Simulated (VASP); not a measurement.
The system is CeO.

```xyz
2
Lattice="2.8881 0.0000 0.0000 0.0000 2.8881 0.0000 0.0000 0.0000 2.8881" Properties=species:S:1:pos:R:3 pbc="T T T"
Ce    0.0000    0.0000    0.0000
O     1.4440    1.4440    1.4440
```

The cell comes from a database or a generator and needn't be the stable form of this composition.

Base run:

```yaml
Program: VASP 6.6.1
Functional: LDA
Potentials_or_basis: VASP PAW LDA potentials, release 64 (Ce, O)
Cutoff: 520 eV
k_mesh: 7 × 7 × 7
Occupations: gaussian, width 0.05 eV
Spin: collinear spin, random start
Starting_moments: "[-0.48, 0.0] μB"
Hubbard_terms: Ce f U = 2 eV
```

Its results: band gap on the k mesh none (metal or under the smearing width); pressure 30.4 GPa; net moment 0.00 μB per cell.

Task: The run is repeated on the same cell with these changes: spin from collinear spin, random start to collinear spin, ferromagnetic start; moments at the start from [-0.48, 0.0] to [1.0, 0.0]. What comes out?

Result: Band gap on the k mesh none (metal or under the smearing width); pressure 33.0 GPa; net moment 0.99 μB per cell; site moments Ce +0.95; O -0.01 μB.

Caveats: the magnetic or orbital state may not be the lowest; a pressure of tens of GPa on the cell as given is suspect, and the run, the potentials or the cell itself is likely at fault; spin-orbit coupling is left out, which moves the levels of the heavy elements.

Not every run made on this cell is shown here.
